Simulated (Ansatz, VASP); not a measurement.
**SnTe: VASP beside Ansatz**

```
Sn Te
1.0
     0.00000    3.63344    3.48019
     3.63344    0.00000    3.48019
     3.63344    3.63344    0.00000
Sn Te
1 1
Direct
  0.00000 0.00000 0.00000
  0.25000 0.25000 0.25000
```

Change from the starting cell: epitaxial_xy strain +1.4%.

Alike in both runs: task single point; functional r2SCAN; k mesh 6 × 6 × 6; occupations fermi-dirac, width 0.02 eV; no spin polarisation.

|  | VASP | Ansatz |
| --- | --- | --- |
| version | VASP 6.6.1 | Ansatz 0.2.0 |
| potentials or method | VASP PAW PBE potentials, release 64 (Sn_d, Te) | plane waves, PAW |
| plane-wave cutoff (eV) | 520 | 500 |
| valence electrons in the cell | 20 | 30 |

|  | VASP | Ansatz | Ansatz less VASP |
| --- | --- | --- | --- |
| pressure (GPa) | 0.0 | 0.0 | +0.01 |

With one functional, cell and mesh, what is left measures potentials, basis and numerics. The two sets of potentials don't hold the same shells in valence.

Caveats: the PAW data sets were made with another functional, which shifts forces and pressure a little (VASP). A k mesh can miss the band edges.
